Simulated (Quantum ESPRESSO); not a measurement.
# TaS2 (P-3m1) in Quantum ESPRESSO: convergence with smearing width

Aim: find how far smearing width must go before the results for TaS2 settle, at PBEsol. This setting moves, with any that are tied to it; all else stays.

Everything below comes from runs of Quantum ESPRESSO 7.5. Logs are shortened: lines on timing, memory, paths and dates and some standing lists are left out, and cuts for length are marked.

**1. The structure**

Symmetry: P-3m1, No. 164, trigonal system. Conventional cell: a = 3.350 Å, b = 3.350 Å, c = 5.860 Å, α = 90.00°, β = 90.00°, γ = 120.00°. Ta (site symmetry -3m) is surrounded by 6 S at 2.43 Å. S (site symmetry 3m) is surrounded by 3 Ta at 2.43 Å.

**2. With smearing width 0.5 eV**

Input file pw.in:

```
&CONTROL
  calculation = 'scf'
  prefix = 'pwscf'
  outdir = './tmp'
  pseudo_dir = './pseudo'
  tprnfor = .true.
  tstress = .true.
  disk_io = 'nowf'
/
&SYSTEM
  ibrav = 0
  nat = 3
  ntyp = 2
  ecutwfc = 58
  nbnd = 19
  occupations = 'smearing'
  smearing = 'mp'
  degauss = 0.03674932
/
&ELECTRONS
  conv_thr = 6d-10
  electron_maxstep = 120
  mixing_beta = 0.5
/
ATOMIC_SPECIES
Ta   180.9479 Ta.upf
S     32.0600 S.upf
CELL_PARAMETERS angstrom
   3.3500000000    0.0000000000    0.0000000000
  -1.6750000000    2.9011851027    0.0000000000
   0.0000000000    0.0000000000    5.8600000000
ATOMIC_POSITIONS crystal
Ta     0.0000000000    0.0000000000    0.0000000000
S      0.6666666667    0.3333333333    0.7500000000
S      0.3333333333    0.6666666667    0.2500000000
K_POINTS automatic
9 9 5 0 0 0
```

Potentials or basis: PseudoDojo 0.4.1 SR PBEsol standard.

Launch:

```sh
> OMP_NUM_THREADS=1 pw.x -in pw.in > pw.out
```

It took 24 s on 1 thread of AMD EPYC 9R14 (Zen 4), shared host; peak memory 0.11 GiB.

What came out:

```
Free energy            : -2373.7673 eV
Pressure               : 4.3 GPa
Largest force          : 0.956 eV/Å
Band gap on the k mesh : none (metal or under the smearing width)
```

**3. With smearing width 0.3 eV**

pw.in: that of step 2 with these lines changed.

```diff
@@ -17,3 +17,3 @@
   smearing = 'mp'
-  degauss = 0.03674932
+  degauss = 0.02204959
 /
```

Potentials or basis: PseudoDojo 0.4.1 SR PBEsol standard.

Launch:

```sh
> OMP_NUM_THREADS=1 pw.x -in pw.in > pw.out
```

Wall time 25 s (1 thread of AMD EPYC 9R14 (Zen 4), shared host); peak memory 0.11 GiB.

What came out:

```
Free energy            : -2373.7605 eV
Pressure               : 4.3 GPa
Largest force          : 0.965 eV/Å
Band gap on the k mesh : none (metal or under the smearing width)
```

**4. With smearing width 0.2 eV**

pw.in: that of step 3 with these lines changed.

```diff
@@ -17,3 +17,3 @@
   smearing = 'mp'
-  degauss = 0.02204959
+  degauss = 0.01469973
 /
```

Launch:

```sh
> OMP_NUM_THREADS=1 pw.x -in pw.in > pw.out
```

Run time: 26 s. Hardware: 1 thread of AMD EPYC 9R14 (Zen 4), shared host; peak memory 0.11 GiB.

What came out:

```yaml
Free_energy: -2373.7580 eV
Pressure: 4.3 GPa
Largest_force: 0.974 eV/Å
Band_gap_on_the_k_mesh: none (metal or under the smearing width)
```

**5. With smearing width 0.136 eV**

pw.in: that of step 4 with these lines changed.

```diff
@@ -17,3 +17,3 @@
   smearing = 'mp'
-  degauss = 0.01469973
+  degauss = 0.00999582
 /
```

Launch:

```sh
> OMP_NUM_THREADS=1 pw.x -in pw.in > pw.out
```

It took 26 s on 1 thread of AMD EPYC 9R14 (Zen 4), shared host; peak memory 0.11 GiB.

Results:

| Quantity | Value |
| --- | --- |
| Free energy | -2373.7570 eV |
| Pressure | 4.3 GPa |
| Largest force | 0.979 eV/Å |
| Band gap on the k mesh | none (metal or under the smearing width) |

**6. With smearing width 0.1 eV**

pw.in: that of step 5 with these lines changed.

```diff
@@ -17,3 +17,3 @@
   smearing = 'mp'
-  degauss = 0.00999582
+  degauss = 0.00734986
 /
```

Potentials or basis: PseudoDojo 0.4.1 SR PBEsol standard.

Launch:

```sh
> OMP_NUM_THREADS=1 pw.x -in pw.in > pw.out
```

Run time: 25 s. Hardware: 1 thread of AMD EPYC 9R14 (Zen 4), shared host; peak memory 0.11 GiB.

The run converged. Its results:

| Quantity | Value |
| --- | --- |
| Free energy | -2373.7565 eV |
| Pressure | 4.3 GPa |
| Largest force | 0.981 eV/Å |
| Band gap on the k mesh | none (metal or under the smearing width) |

**7. With smearing width 0.05 eV**

pw.in: that of step 6 with these lines changed.

```diff
@@ -17,3 +17,3 @@
   smearing = 'mp'
-  degauss = 0.00734986
+  degauss = 0.00367493
 /
```

Launch:

```sh
> OMP_NUM_THREADS=1 pw.x -in pw.in > pw.out
```

Wall time 23 s (1 thread of AMD EPYC 9R14 (Zen 4), shared host); peak memory 0.11 GiB.

The run converged. Its results:

```yaml
Free_energy: -2373.7557 eV
Pressure: 4.3 GPa
Largest_force: 0.985 eV/Å
Band_gap_on_the_k_mesh: none (metal or under the smearing width)
```

**8. With smearing width 0.025 eV**

pw.in: that of step 7 with these lines changed.

```diff
@@ -17,3 +17,3 @@
   smearing = 'mp'
-  degauss = 0.00367493
+  degauss = 0.00183747
 /
```

Launch:

```sh
> OMP_NUM_THREADS=1 pw.x -in pw.in > pw.out
```

It took 22 s on 1 thread of AMD EPYC 9R14 (Zen 4), shared host; peak memory 0.11 GiB.

It converged, with:

| Quantity | Value |
| --- | --- |
| Free energy | -2373.7555 eV |
| Pressure | 4.3 GPa |
| Largest force | 0.993 eV/Å |
| Band gap on the k mesh | none (metal or under the smearing width) |

**9. With smearing width 0.01 eV**

pw.in: that of step 8 with these lines changed.

```diff
@@ -17,3 +17,3 @@
   smearing = 'mp'
-  degauss = 0.00183747
+  degauss = 0.00073499
 /
```

Potentials or basis: PseudoDojo 0.4.1 SR PBEsol standard.

Launch:

```sh
> OMP_NUM_THREADS=1 pw.x -in pw.in > pw.out
```

pw.out:

```text
This program is part of the open-source Quantum ESPRESSO suite
     for quantum simulation of materials; please cite
[... 9 lines left out ...]
     --------------------
     sticks:   dense  smooth     PW     G-vecs:    dense   smooth      PW
     Sum         649     649    199                22937    22937    3755

     Using Slab Decomposition

     bravais-lattice index     =            0
     lattice parameter (alat)  =       6.3306  a.u.
     unit-cell volume          =     384.3390 (a.u.)^3
     number of atoms/cell      =            3
     number of atomic types    =            2
     number of electrons       =        25.00
     number of Kohn-Sham states=           19
     kinetic-energy cutoff     =      58.0000  Ry
     charge density cutoff     =     232.0000  Ry
     scf convergence threshold =      6.0E-10
     mixing beta               =       0.5000
     number of iterations used =            8  plain     mixing
     Exchange-correlation= PBESOL
                           (   1   4  10   8   0   0   0)

     celldm(1)=   6.330583  celldm(2)=   0.000000  celldm(3)=   0.000000
     celldm(4)=   0.000000  celldm(5)=   0.000000  celldm(6)=   0.000000

     crystal axes: (cart. coord. in units of alat)
               a(1) = (   1.000000   0.000000   0.000000 )
               a(2) = (  -0.500000   0.866025   0.000000 )
               a(3) = (   0.000000   0.000000   1.749254 )

     reciprocal axes: (cart. coord. in units 2 pi/alat)
               b(1) = (  1.000000  0.577350 -0.000000 )
               b(2) = (  0.000000  1.154701  0.000000 )
               b(3) = (  0.000000 -0.000000  0.571672 )

     PseudoPot. # 1 for Ta read from file:
     Ta.upf
     Pseudo is Norm-conserving + core correction, Zval = 13.0
     Generated using ONCVPSP code by D. R. Hamann
     Using radial grid of 1432 points,  8 beta functions with:
                l(1) =   0
                l(2) =   0
                l(3) =   1
                l(4) =   1
                l(5) =   2
                l(6) =   2
                l(7) =   3
                l(8) =   3

     PseudoPot. # 2 for S  read from file:
     S.upf
     Pseudo is Norm-conserving + core correction, Zval =  6.0
     Generated using ONCVPSP code by D. R. Hamann
     Using radial grid of 1146 points,  6 beta functions with:
                l(1) =   0
                l(2) =   0
                l(3) =   1
                l(4) =   1
                l(5) =   2
                l(6) =   2

     atomic species   valence    mass     pseudopotential
     Ta               13.00   180.94790     Ta( 1.00)
     S                 6.00    32.06000     S ( 1.00)

     12 Sym. Ops., with inversion, found

   Cartesian axes

     site n.     atom                  positions (alat units)
         1        Ta     tau(   1) = (   0.0000000   0.0000000   0.0000000  )
         2        S      tau(   2) = (   0.5000000   0.2886751   1.3119403  )
         3        S      tau(   3) = (  -0.0000000   0.5773503   0.4373134  )

     number of k points=    50  Methfessel-Paxton smearing, width (Ry)=  0.0007
                       cart. coord. in units 2pi/alat
        k(    1) = (   0.0000000   0.0000000   0.0000000), wk =   0.0049383
        k(    2) = (   0.0000000   0.0000000   0.1143345), wk =   0.0098765
        k(    3) = (   0.0000000   0.0000000   0.2286689), wk =   0.0098765
        k(    4) = (   0.0000000   0.1283001   0.0000000), wk =   0.0296296
        k(    5) = (   0.0000000   0.1283001   0.1143345), wk =   0.0296296
        k(    6) = (   0.0000000   0.1283001   0.2286689), wk =   0.0296296
[... 42 lines left out ...]
        k(   49) = (  -0.2222222   0.5132002  -0.1143345), wk =   0.0592593
        k(   50) = (  -0.2222222   0.5132002  -0.2286689), wk =   0.0592593

     Dense  grid:    22937 G-vectors     FFT dimensions: (  32,  32,  54)

     Initial potential from superposition of free atoms

     starting charge      24.9991, renormalised to      25.0000
     Starting wfcs are   18 randomized atomic wfcs +    1 random wfcs

     Self-consistent Calculation

     iteration #  1     ecut=    58.00 Ry     beta= 0.50
     Davidson diagonalization with overlap
     ethr =  1.00E-02,  avg # of iterations =  5.0

     Threshold (ethr) on eigenvalues was too large:
     Diagonalizing with lowered threshold

     Davidson diagonalization with overlap
     ethr =  4.47E-04,  avg # of iterations =  2.1

     total energy              =    -174.44170539 Ry
     estimated scf accuracy    <       0.11932746 Ry

     iteration #  2     ecut=    58.00 Ry     beta= 0.50
     Davidson diagonalization with overlap
     ethr =  4.77E-04,  avg # of iterations =  2.0
     Minimization algorithm failed to find Fermi energy: reverting to bisection
     Possible cause: smearing is larger than the electronic band-gap.

     total energy              =    -174.45335789 Ry
     estimated scf accuracy    <       0.04754025 Ry

     iteration #  3     ecut=    58.00 Ry     beta= 0.50
     Davidson diagonalization with overlap
     ethr =  1.90E-04,  avg # of iterations =  2.6

     total energy              =    -174.46495587 Ry
     estimated scf accuracy    <       0.02260913 Ry

     iteration #  4     ecut=    58.00 Ry     beta= 0.50
     Davidson diagonalization with overlap
     ethr =  9.04E-05,  avg # of iterations =  1.3

     total energy              =    -174.46769493 Ry
     estimated scf accuracy    <       0.00066095 Ry

     iteration #  5     ecut=    58.00 Ry     beta= 0.50
     Davidson diagonalization with overlap
     ethr =  2.64E-06,  avg # of iterations =  6.2
[... 15 lines left out ...]
     total energy              =    -174.46781021 Ry
     estimated scf accuracy    <       0.00000015 Ry

     iteration #  8     ecut=    58.00 Ry     beta= 0.50
     Davidson diagonalization with overlap
     ethr =  5.96E-10,  avg # of iterations =  2.2

     total energy              =    -174.46781024 Ry
     estimated scf accuracy    <          5.9E-09 Ry

     iteration #  9     ecut=    58.00 Ry     beta= 0.50
     Davidson diagonalization with overlap
     ethr =  2.37E-11,  avg # of iterations =  3.1

     End of self-consistent calculation

          k = 0.0000 0.0000 0.0000 (  2901 PWs)   bands (ev):

   -58.1990 -24.6819 -24.6423 -24.6423  -4.6032  -2.4963   3.5234   6.2712
     6.2712   9.2193   9.7668   9.7668  10.5382  10.5382  10.7813  14.6270
    14.6270  15.6271  15.9661

          k = 0.0000 0.0000 0.1143 (  2889 PWs)   bands (ev):

   -58.1990 -24.6819 -24.6423 -24.6423  -4.5242  -2.6612   3.8706   6.2809
     6.2809   8.3660   9.7178   9.7178  10.5281  10.5281  11.2949  14.7673
    14.7673  15.6320  16.4935

          k = 0.0000 0.0000 0.2287 (  2865 PWs)   bands (ev):

   -58.1990 -24.6820 -24.6423 -24.6423  -4.3667  -2.9474   4.6122   6.2969
     6.2969   7.1875   9.6412   9.6412  10.5113  10.5113  11.7150  15.0084
    15.0084  15.8432  17.3576
[... 271 lines left out ...]
          k =-0.2222 0.5132-0.1143 (  2862 PWs)   bands (ev):

   -58.1848 -24.9000 -24.7866 -24.6174  -2.5831  -2.3615   4.2492   5.1389
     5.8979   6.5369   6.7226   7.4388  11.3223  12.1598  13.0366  14.4241
    15.9098  16.6932  18.2052

          k =-0.2222 0.5132-0.2287 (  2869 PWs)   bands (ev):

   -58.1848 -24.9000 -24.7866 -24.6175  -2.6365  -2.3030   4.2401   5.0147
     5.9864   6.4767   6.9172   7.5207  11.0149  12.0153  12.9985  14.5089
    16.4593  16.9220  17.8378

     the Fermi energy is    10.5099 ev

!    total energy              =    -174.46781024 Ry
     estimated scf accuracy    <          2.3E-10 Ry
     smearing contrib. (-TS)   =      -0.00000508 Ry
     internal energy E=F+TS    =    -174.46780517 Ry

     The total energy is F=E-TS. E is the sum of the following terms:
     one-electron contribution =     -62.02385876 Ry
     hartree contribution      =      40.37094528 Ry
     xc contribution           =     -42.11050546 Ry
     ewald contribution        =    -110.70438622 Ry

     convergence has been achieved in   9 iterations

     Forces acting on atoms (cartesian axes, Ry/au):

     atom    1 type  1   force =     0.00000000    0.00000000    0.00000000
     atom    2 type  2   force =     0.00000000    0.00000000   -0.03884216
     atom    3 type  2   force =    -0.00000000   -0.00000000    0.03884216

     Total force =     0.054931     Total SCF correction =     0.000021

     Computing stress (Cartesian axis) and pressure

          total   stress  (Ry/bohr**3)                   (kbar)     P=       42.98
   0.00016181  -0.00000000   0.00000000           23.80       -0.00        0.00
   0.00000000   0.00016181   0.00000000            0.00       23.80        0.00
   0.00000000   0.00000000   0.00055282            0.00        0.00       81.32

=------------------------------------------------------------------------------=
   JOB DONE.
=------------------------------------------------------------------------------=
```

Run time: 22 s. Hardware: 1 thread of AMD EPYC 9R14 (Zen 4), shared host; peak memory 0.11 GiB.

What came out:

| Property | Result |
| --- | --- |
| Free energy | -2373.7555 eV |
| Pressure | 4.3 GPa |
| Largest force | 0.999 eV/Å |
| Band gap on the k mesh | none (metal or under the smearing width) |

**10. Result**

| smearing width | energy less the tightest run, at zero smearing (meV/atom) | largest force (eV/Å) | SCF cycles | CPU time (s) | peak memory (GiB) |
| --- | --- | --- | --- | --- | --- |
| 0.5 eV | -1.92 | 0.956 | 10 | 24 | 0.11 |
| 0.3 eV | -0.67 | 0.965 | 10 | 25 | 0.11 |
| 0.2 eV | -0.43 | 0.974 | 10 | 26 | 0.11 |
| 0.136 eV | -0.31 | 0.979 | 10 | 26 | 0.11 |
| 0.1 eV | -0.16 | 0.981 | 10 | 25 | 0.11 |
| 0.05 eV | -0.02 | 0.985 | 9 | 23 | 0.11 |
| 0.025 eV | -0.02 | 0.993 | 9 | 22 | 0.11 |
| 0.01 eV | 0.00 | 0.999 | 9 | 22 | 0.11 |

Against the tightest run, the energy stays within 1 meV/atom from 0.3 eV on. Not settled before the last step: the largest force (to 0.005 eV/Å). Narrower smearing needs a denser k mesh, so at a fixed mesh the narrowest width isn't the most accurate. The tightest run that finished is the yardstick and may itself not be fully converged.

Caveats: this functional lacks dispersion, which binds the layers, so the pressure and a relaxed spacing across them are unreliable.
